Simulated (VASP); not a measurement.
# A slab model of the (1 1 1) face of Al2Pt, part 4 of 5

How does the (1 1 1) face of Al2Pt behave as a surface? The start is a cell from a database of measured crystal structures.

VASP 6.6.1, plane waves and PAW; the level of theory is named at each step.

So far. Step 3 (Surface relaxation): The run ended after 9 ionic steps, 0.043 eV below its first step, once the forces on the free atoms met EDIFFG = -0.03. Step 4 (Potential and states of the slab): The vacuum level lies 4.25 eV above the Fermi level at the upper face; the two faces differ by 0.08 eV, the step that the slab's dipole of 0.006 e·Å makes.

The database entry behind the starting cell differs from later determinations by our own check (0.1 to 0.3 % short, probably kX units), so it need not match the best structure at ambient conditions.

## Step 5: Tunnelling image, filled states within 1.5 eV

Level of this step: PBE; plane waves and PAW (Al, Pt) (VASP).

A partial density over this window, at constant height above the top atom, is the Tersoff-Hamann picture of a tunnelling image.

File INCAR:

```
SYSTEM = Al2Pt
PREC = Normal
ENCUT = 300
EDIFF = 1E-05
NELM = 120
ISMEAR = 0
SIGMA = 0.2
LREAL = .FALSE.
ALGO = Fast
GGA = PE
NBANDS = 60
LASPH = .TRUE.
LWAVE = .FALSE.
LCHARG = .FALSE.
ISTART = 1
LPARD = .TRUE.
NBMOD = -3
EINT = -1.5 0
LSEPB = .FALSE.
LSEPK = .FALSE.
```

File POSCAR:

```
Al2Pt
1.0
    4.1790010768      0.0000000000      0.0000000000
   -2.0895005384      3.6191210950      0.0000000000
    0.0000000000      0.0000000000     26.9424903182
Al Pt
8 4
Direct
    0.0000000000      0.0000000000      0.2783707000
    0.3333333300      0.6666666700      0.3416933600
    0.6666666700      0.3333333300      0.4050160200
    0.0000000000      0.0000000000      0.4683386700
    0.3333333300      0.6666666700      0.5323938718
    0.6666666700      0.3333333300      0.5968371819
    0.0000000000      0.0000000000      0.6594771398
    0.3333333300      0.6666666700      0.7173801223
    0.6666666700      0.3333333300      0.3100320300
    0.3333333300      0.6666666700      0.4366773400
    0.0000000000      0.0000000000      0.5648888393
    0.6666666700      0.3333333300      0.6920677984
```

File KPOINTS:

```
Automatic mesh
0
Gamma
6 6 1
0 0 0
```

PAW data sets: Al and Pt (PBE family, release 64).

The run starts from files that an earlier step left in the folder.

Command:

```bash
$ mpirun -np 2 vasp_std
```

Output:

```text
[banner, memory and clock lines left out]
running    2 mpi-ranks, on    1 nodes
 distrk:  each k-point on    2 cores,    1 groups
 distr:  one band on    1 cores,    2 groups

 POSCAR found type information on POSCAR AlPt
 POSCAR found :  2 types and      12 ions
 LDA part: xc-table for (Slater+PW92), standard interpolation
 found WAVECAR, reading the header
 POSCAR, INCAR and KPOINTS ok, starting setup
 FFT: planning ... GRIDC
 FFT: planning ... GRID_SOFT
 FFT: planning ... GRID
 reading WAVECAR
 the WAVECAR file was read successfully
Calculating partial charge density.
NDMOD =  -3
Energy range w.r.t. Fermi energy from INCAR:   -1.500   0.000
Efermi =    1.958
No KPOINTS given: use all of them.

*****************************************************
* Parameters from pardens
*****************************************************

NBMOD is set to  -3
Selected energy range (EINT)    0.4581   1.9581
Selected all k-points to calculate charge density.
k-point no.    1; bands inside the range    1
  27
k-point no.    2; bands inside the range    2
  27  28
k-point no.    3; bands inside the range    5
  29  30  31  32  33
k-point no.    4; bands inside the range    5
  29  30  31  32  33
k-point no.    5; bands inside the range    5
  28  29  30  31  32
k-point no.    6; bands inside the range    5
  30  31  32  33  34
k-point no.    7; bands inside the range    2
  33  34
Finished calculating partial charge density.
VASP will stop now.
```

Wall time 2 s (2 MPI ranks of AMD EPYC 7R43, shared host); 2.8 s of CPU time.

From OUTCAR (step 5):

```text
   NELECT =      64.0000    total number of electrons

[... 8 parts as in an earlier step ...]

[... 2 further parts left out ...]
```

Local density of states in the window along a and b. Constant height, 2.5 Å above the top atom.

Values in units of 1e-3 e/Å³, 12 rows by 16 columns, each cell a mean:
```
0.7 0.7 0.9 1.1 1.3 1.5 1.7 1.7 1.7 1.6 1.4 1.2 1.0 0.8 0.7 0.7
0.8 0.9 1.1 1.4 1.6 1.8 1.9 1.9 1.8 1.7 1.4 1.2 1.0 0.8 0.8 0.7
1.0 1.2 1.5 1.7 1.9 2.1 2.1 2.1 1.9 1.7 1.4 1.2 1.0 0.9 0.9 0.9
1.3 1.5 1.7 2.0 2.2 2.2 2.2 2.1 1.9 1.6 1.4 1.2 1.1 1.0 1.1 1.1
1.5 1.7 1.9 2.1 2.2 2.2 2.1 2.0 1.8 1.6 1.4 1.3 1.2 1.2 1.3 1.4
1.6 1.8 1.9 2.0 2.0 2.0 1.9 1.8 1.6 1.5 1.4 1.3 1.3 1.3 1.4 1.5
1.6 1.7 1.7 1.8 1.8 1.7 1.7 1.6 1.5 1.4 1.4 1.4 1.4 1.4 1.4 1.5
1.4 1.4 1.4 1.4 1.4 1.4 1.4 1.4 1.4 1.4 1.4 1.4 1.4 1.4 1.4 1.4
1.2 1.1 1.1 1.1 1.2 1.2 1.3 1.3 1.4 1.4 1.4 1.4 1.3 1.3 1.2 1.2
0.9 0.9 0.9 0.9 1.0 1.1 1.2 1.3 1.4 1.4 1.4 1.3 1.3 1.2 1.1 1.0
0.7 0.7 0.8 0.8 1.0 1.1 1.3 1.4 1.4 1.4 1.4 1.3 1.1 1.0 0.9 0.8
0.6 0.7 0.8 0.9 1.1 1.3 1.4 1.5 1.6 1.5 1.4 1.2 1.0 0.9 0.7 0.7
```
Columns: along a (fractional) from 0 to 0.972; rows upwards: along b (fractional) from 0 to 0.972.

Partial charge density in the ca plane at fractional y = 0.000, with atoms of Al and Pt within 0.2 Å of it. It is the smooth field of the valence electrons, not physical close to the nuclei.

Ten steps, logarithmic in the rise over the least value, from '0' (0.00 Å⁻³) to '9' (0.21 Å⁻³), each cell a mean:
```
00000000000001234676445544322345654456678999
00000000000000134567666554433445666566667888
00000000000000123566666665444556666665666776
00000000000000123455666666555566666555566666
00000000000000112345566666666667766555556666
00000000000000112345566666666677766555556666
00000000000000112345666666655666666555556666
00000000000000123456666665545566666655566666
00000000000000124566666655434456666666667787
00000000000001134676555554333345665556678998
00000000000001235676334443322345553356779999
```
Columns run along c (16.0 Å, from fractional 0.00 to 0.59 of the cell), rows up along a (4.2 Å). Atoms in or near the plane, at fractional coordinates: Al at (0.28, 0.00), Al at (0.47, 0.00), Pt at (0.56, 0.00).

Shared out to the nearest atoms, the partial charge density has 58 % on Al; its largest share on one atom is 11 % (Pt10), and it takes 9 of the 12 atoms to pass 80 %.

Between its 5th and 95th percentile the partial density varies by a factor of 2.8, which sets the contrast of the image.

## Step 6: Tunnelling image, empty states within 1.5 eV

A partial density over this window, at constant height above the top atom, is the Tersoff-Hamann picture of a tunnelling image.

INCAR, as its differences from that of step 5:

```diff
@@ -17,3 +17,3 @@
 NBMOD = -3
-EINT = -1.5 0
+EINT = 0 1.5
 LSEPB = .FALSE.
```

POSCAR is that of step 5.

KPOINTS is that of step 5.

The run starts from files that an earlier step left in the folder.

Command:

```bash
$ mpirun -np 2 vasp_std
```

Output:

```text
[banner, memory and clock lines left out]
 POSCAR found type information on POSCAR AlPt
 POSCAR found :  2 types and      12 ions
 LDA part: xc-table for (Slater+PW92), standard interpolation
 found WAVECAR, reading the header
 POSCAR, INCAR and KPOINTS ok, starting setup
 FFT: planning ... GRIDC
 FFT: planning ... GRID_SOFT
 FFT: planning ... GRID
 reading WAVECAR
 the WAVECAR file was read successfully
Calculating partial charge density.
NDMOD =  -3
Energy range w.r.t. Fermi energy from INCAR:    0.000   1.500
Efermi =    1.958
No KPOINTS given: use all of them.

NBMOD is set to  -3
Selected energy range (EINT)    1.9581   3.4581
Selected all k-points to calculate charge density.
k-point no.    1; bands inside the range    3
  28  29  30
k-point no.    2; bands inside the range    5
  29  30  31  32  33
k-point no.    3; bands inside the range    3
  34  35  36
k-point no.    4; bands inside the range    3
  34  35  36
k-point no.    5; bands inside the range    4
  33  34  35  36
k-point no.    6; bands inside the range    2
  35  36
k-point no.    7; bands inside the range    3
  35  36  37
Finished calculating partial charge density.
VASP will stop now.

[... 2 parts as in an earlier step ...]
```

Elapsed: 1.8 s, on 2 MPI ranks.

Parts of OUTCAR (step 6):

```text
   NELECT =      64.0000    total number of electrons

[... 8 parts as in an earlier step ...]

[... 2 further parts left out ...]
```

Local density of states in the window along a and b. Constant height, 2.5 Å above the top atom.

Ten even steps from '_' (0.72 × 1e-3 e/Å³) to '@' (3.98 × 1e-3 e/Å³), each cell a mean:
```
__________......::::----====++++++++++++++++====----::::....____________
________....::::----====++++************++++====----::::....____________
____......::----====++****############****++++==----::::....____________
......::::--====++****####%%%%%%%%%%####****++==----::::......__________
..::::----==++++**####%%%%@@@@@@%%%%####****++==----::::................
::----====++**####%%%%@@@@@@@@@@@@%%%%##**++++==----::::..............::
----==++++**####%%@@@@@@@@@@@@@@@@%%####**++====----::::::......::::::::
--==++++**####%%@@@@@@@@@@@@@@@@%%%%##****++====----::::::::::::::::----
==++++**####%%%%@@@@@@@@@@@@%%%%####****++====------::::::::::::::----==
==++****####%%%%%%@@@@@@%%%%%%####****++======------::::::::::------====
++++****######%%%%%%%%%%######****++++======--------::::::::--------====
++++++********########********++++======------------::::----------======
==++++++++++********++++++++++======--------------------------------====
==============================----------------------------------------==
------------------------------------------------------------------------
::::::::::::::::::::::::::::::::::::::::--------------::::::::::::::::::
::::..........::::::::::::::::::::::::--------------::::::::::::::::::::
........................::::::::::::----------------::::::::::::........
______________..........::::::::--------------------::::::::..........__
________________......::::::::----------------------::::::........______
______________......::::::------==============------::::::......________
____________......::::------====================----::::......__________
```
Columns: along a (fractional) from 0 to 0.972; rows upwards: along b (fractional) from 0 to 0.972.

Partial charge density in the ca plane at fractional y = 0.000, with atoms of Al and Pt within 0.2 Å of it. It is the smooth field of the valence electrons, not physical close to the nuclei.

Values in Å⁻³, 6 rows by 16 columns, each cell a mean:
```
0.000 0.000 0.000 0.000 0.001 0.011 0.057 0.032 0.024 0.011 0.006 0.016 0.020 0.032 0.044 0.064
0.000 0.000 0.000 0.000 0.001 0.006 0.026 0.037 0.035 0.020 0.015 0.027 0.033 0.022 0.032 0.035
0.000 0.000 0.000 0.000 0.001 0.003 0.009 0.022 0.038 0.033 0.032 0.037 0.026 0.015 0.023 0.031
0.000 0.000 0.000 0.000 0.001 0.003 0.012 0.024 0.037 0.030 0.028 0.035 0.028 0.016 0.025 0.032
0.000 0.000 0.000 0.000 0.001 0.007 0.034 0.041 0.034 0.017 0.011 0.024 0.033 0.025 0.035 0.040
0.000 0.000 0.000 0.000 0.001 0.013 0.063 0.025 0.021 0.010 0.004 0.014 0.013 0.034 0.045 0.073
```
Columns run along c (16.0 Å, from fractional 0.00 to 0.59 of the cell), rows up along a (4.2 Å). Atoms in or near the plane, at fractional coordinates: Al at (0.28, 0.00), Al at (0.47, 0.00), Pt at (0.56, 0.00).

Shared out to the nearest atoms, the partial charge density has 64 % on Al; its largest share on one atom is 12 % (Al1), and it takes 9 of the 12 atoms to pass 80 %.

Between its 5th and 95th percentile the partial density varies by a factor of 4.0, which sets the contrast of the image.

## Step 7: The slab in a field, field -0.1

A field across the slab, with the atoms held, gives the electronic response: the dipole changes linearly with the field, and the energy has a linear term from the slab's own dipole and a quadratic one from its polarisability.

File INCAR:

```
SYSTEM = Al2Pt
PREC = Normal
ENCUT = 300
EDIFF = 1E-06
NELM = 120
ISMEAR = 0
SIGMA = 0.2
LREAL = .FALSE.
ALGO = Fast
GGA = PE
NBANDS = 44
LASPH = .TRUE.
LORBIT = 11
LWAVE = .FALSE.
LCHARG = .FALSE.
KPAR = 2
IDIPOL = 3
LDIPOL = .TRUE.
DIPOL = 0.5 0.5 0.5
EFIELD = -0.1
LVHAR = .TRUE.
```

POSCAR is that of step 6.

KPOINTS is that of step 6.

Command:

```bash
$ mpirun -np 2 vasp_std
```

Output:

```text
[... set-up lines as in an earlier step ...]
 entering main loop
       N       E                     dE             d eps       ncg     rms          rms(c)
DAV:   1     0.254414967806E+03    0.25441E+03   -0.18149E+04   616   0.756E+02
DAV:   2    -0.429242432603E+02   -0.29734E+03   -0.27340E+03   780   0.180E+02
DAV:   3    -0.653842885444E+02   -0.22460E+02   -0.21666E+02   752   0.484E+01
DAV:   4    -0.660972787765E+02   -0.71299E+00   -0.70979E+00   824   0.938E+00
DAV:   5    -0.661193981448E+02   -0.22119E-01   -0.22092E-01   836   0.165E+00    0.164E+01
RMM:   6    -0.852298913102E+02   -0.19110E+02   -0.26984E+01   800   0.149E+01    0.181E+01
RMM:   7    -0.712791435138E+02    0.13951E+02   -0.10250E+01   745   0.782E+00    0.102E+01
RMM:   8    -0.643474383803E+02    0.69317E+01   -0.18025E+00   726   0.381E+00    0.387E+00
RMM:   9    -0.630653804993E+02    0.12821E+01   -0.65799E-01   695   0.261E+00    0.240E+00
RMM:  10    -0.628777857381E+02    0.18759E+00   -0.14883E-01   739   0.107E+00    0.151E+00
RMM:  11    -0.628623870958E+02    0.15399E-01   -0.50692E-02   759   0.776E-01    0.106E+00
RMM:  12    -0.628375434732E+02    0.24844E-01   -0.30286E-02   776   0.536E-01    0.613E-01
RMM:  13    -0.628213574833E+02    0.16186E-01   -0.12658E-02   724   0.343E-01    0.307E-01
RMM:  14    -0.628187935849E+02    0.25639E-02   -0.11216E-02   740   0.299E-01    0.100E-01
RMM:  15    -0.628188809634E+02   -0.87379E-04   -0.15971E-03   764   0.130E-01    0.621E-02
RMM:  16    -0.628191563803E+02   -0.27542E-03   -0.57707E-04   732   0.812E-02    0.373E-02
RMM:  17    -0.628191662055E+02   -0.98252E-05   -0.28663E-04   772   0.464E-02    0.187E-02
RMM:  18    -0.628192566995E+02   -0.90494E-04   -0.17394E-04   769   0.324E-02    0.158E-02
RMM:  19    -0.628193622072E+02   -0.10551E-03   -0.48415E-05   743   0.214E-02    0.959E-03
RMM:  20    -0.628194503423E+02   -0.88135E-04   -0.42082E-05   756   0.146E-02    0.541E-03
RMM:  21    -0.628195034248E+02   -0.53083E-04   -0.14045E-05   628   0.843E-03    0.348E-03
RMM:  22    -0.628195925793E+02   -0.89155E-04   -0.58312E-06   592   0.677E-03    0.280E-03
RMM:  23    -0.628196495743E+02   -0.56995E-04   -0.30127E-06   545   0.415E-03    0.133E-03
RMM:  24    -0.628196798071E+02   -0.30233E-04   -0.23019E-06   533   0.276E-03    0.551E-04
RMM:  25    -0.628196853629E+02   -0.55559E-05   -0.42602E-07   358   0.158E-03    0.524E-04
RMM:  26    -0.628196868781E+02   -0.15152E-05   -0.14951E-07   294   0.122E-03    0.495E-04
RMM:  27    -0.628196873122E+02   -0.43410E-06   -0.60799E-08   249   0.105E-03
   1 F= -.62819687E+02 E0= -.62764962E+02  d E =-.109450E+00
```

Run time: 38 s. Hardware: 2 MPI ranks; peak memory 0.36 GiB.

Parts of OUTCAR (step 7):

```text
   NELECT =      64.0000    total number of electrons

 dipolmoment           0.000000      0.000000     -0.117780 electrons x Angstroem

 E-fermi :   1.9551

 k-point     1 :       0.0000    0.0000    0.0000
  band No.  band energies     occupation
    ...
     23      -1.4560      2.00000
     24      -1.3903      2.00000
     25      -1.3903      2.00000
     26      -0.5346      2.00000
     27       1.0683      2.00000
     28       3.0518      0.00000
     29       3.3101      0.00000
     30       3.3101      0.00000
     31       4.0506      0.00000
     32       4.0506      0.00000
    ...

  Total        0.5849415      0.5849415     -0.8848338      0.0000000     -0.0000000      0.0000000
  in kB        2.2999038      2.2999038     -3.4790361      0.0000000     -0.0000000      0.0000000
  external PRESSURE =       0.3735905 kB  Pullay stress =       0.0000000 kB

 POSITION                                       TOTAL-FORCE (eV/Angst)
 -----------------------------------------------------------------------------------
      0.00000      0.00000      7.50000        -0.000000     -0.000000      0.445370
     -0.00000      2.41275      9.20607         0.000000     -0.000000     -0.002518
      2.08950      1.20637     10.91214        -0.000000     -0.000000     -0.069051
      0.00000      0.00000     12.61821        -0.000000      0.000000      0.088257
     -0.00000      2.41275     14.34402        -0.000000      0.000000      0.012919
      2.08950      1.20637     16.08028         0.000000     -0.000000     -0.013798
      0.00000      0.00000     17.76796        -0.000000     -0.000000     -0.002169
     -0.00000      2.41275     19.32801         0.000000     -0.000000     -0.007874
      2.08950      1.20637      8.35303        -0.000000      0.000000     -0.419603
     -0.00000      2.41275     11.76518         0.000000     -0.000000     -0.031087
      0.00000      0.00000     15.21951         0.000000     -0.000000     -0.004647
      2.08950      1.20637     18.64603         0.000000     -0.000000      0.004201
 -----------------------------------------------------------------------------------
    total drift:                               -0.000016      0.000007     -0.001874

  FREE ENERGIE OF THE ION-ELECTRON SYSTEM (eV)
  ---------------------------------------------------
  free  energy   TOTEN  =       -62.8196873122 eV

  energy  without entropy=      -62.7102372391  energy(sigma->0) =      -62.76496228

 vacuum level on the upper side and lower side of the slab         6.777         5.582

[... 8 parts as in an earlier step ...]

[... 9 further parts left out ...]
```

This step gave:

| Quantity | Value |
| --- | --- |
| electronic cycles | 27 |
| free energy (TOTEN) | -62.8197 eV |
| energy at zero smearing | -62.7650 eV |
| Fermi energy | 1.955 eV |
| dipole moment | 0, 0, -0.1178 e·Å |

Zero at the Fermi level. Table of planar average of the electrostatic potential by height:

height (Å), planar average of the electrostatic potential (eV) and a bar from the least value:
```
        0        4.2 #############################
        1        3.7 ############################
        2        3.8 ############################
        3        3.9 #############################
        4        4.0 #############################
        5        4.0 #############################
        6        3.5 ############################
        7       -2.3 ###################
        8      -11.9 ###
        9      -11.2 ####
       10       -1.0 #####################
       11      -10.2 ######
       12      -11.9 ###
       13       -4.5 ###############
       14       -4.9 ##############
       15      -11.7 ####
       16      -10.0 ######
       17       -1.2 ####################
       18      -11.2 ####
       19      -13.9 
       20       -0.3 ######################
       21        3.9 #############################
       22        4.3 #############################
       23        4.5 ##############################
       24        4.6 ##############################
       25        4.7 ##############################
       26        4.8 ##############################
```

Force by atom:

| atom | x (eV/Å) | y (eV/Å) | z (eV/Å) | size |
| --- | --- | --- | --- | --- |
| Al1 | 0.000 | 0.000 | 0.445 | 0.445 |
| Al2 | 0.000 | 0.000 | -0.003 | 0.003 |
| Al3 | 0.000 | 0.000 | -0.069 | 0.069 |
| Al4 | 0.000 | 0.000 | 0.088 | 0.088 |
| Al5 | 0.000 | 0.000 | 0.013 | 0.013 |
| Al6 | 0.000 | 0.000 | -0.014 | 0.014 |
| Al7 | 0.000 | 0.000 | -0.002 | 0.002 |
| Al8 | 0.000 | 0.000 | -0.008 | 0.008 |
| Pt9 | 0.000 | 0.000 | -0.420 | 0.420 |
| Pt10 | 0.000 | 0.000 | -0.031 | 0.031 |
| Pt11 | 0.000 | 0.000 | -0.005 | 0.005 |
| Pt12 | 0.000 | 0.000 | 0.004 | 0.004 |

VASP counts the dipole in electrons times Å, so a positive number points the physical dipole along −c. A positive EFIELD is likewise a physical field along −c.

Energy at zero smearing: -62.76496 eV.

(Continued in part 5 of 5.)

[Lines on the potential files, build, host, timing and source positions are cut from VASP's logs without a mark.]

[Logs are printed without paths, hosts, clocks, repeated set-up lines and the standing remarks that a program may print on its own settings, such as how far it seeks lower states.]

[Hosts, paths, dates, database ids (printed as entryN), source tags and the programs' standing remarks are cut or masked in the printed files.]

[In band tables of VASP the shares of atoms and orbitals are scaled to a sum of 1 inside the atoms' spheres.]

[Runs that stopped without an error message from VASP are left out.]
